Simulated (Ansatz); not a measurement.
Crystal: LiCl.

```
CELL_PARAMETERS angstrom
0.00000 2.56477 2.56477
2.56477 0.00000 2.56477
2.56477 2.56477 0.00000
ATOMIC_POSITIONS crystal
Cl 0.50000 0.50000 0.50000
Li 0.00000 0.00000 0.00000
```

```yaml
Program: Ansatz 0.2.0
Task: relaxation of cell and atoms
Functional: revPBE
Potentials_or_basis: all-electron LAPW, scalar-relativistic
Basis_error_allowed: 0.001 eV/atom
k_mesh: 9 × 9 × 9
Occupations: fermi-dirac, width 0.05 eV
Spin: no spin polarisation
```

At the start: volume 16.87 Å³/atom.

Q: Where does the relaxation end?

A: Over 5 steps the energy falls by 7.3 meV/atom and the volume is 18.04 Å³/atom (+6.9 %); space group Fm-3m (No. 225, to 0.05 Å).

The path:
| step | energy change (eV) | largest force (eV/Å) | volume (Å³) |
| --- | --- | --- | --- |
| 1 | 0.0000 | 0.0000 | 33.74 |
| 2 | -0.0128 | 0.0000 | 35.24 |
| 3 | -0.0146 | 0.0000 | 36.00 |
| 4 | -0.0146 | 0.0000 | 36.09 |
| 5 | -0.0146 | 0.0000 | 36.09 |

Final structure:
```
Cl Li
1.0
     0.00000    2.62281    2.62281
     2.62281    0.00000    2.62281
     2.62281    2.62281    0.00000
Cl Li
1 1
Direct
  0.50000 0.50000 0.50000
  0.00000 0.00000 0.00000
```
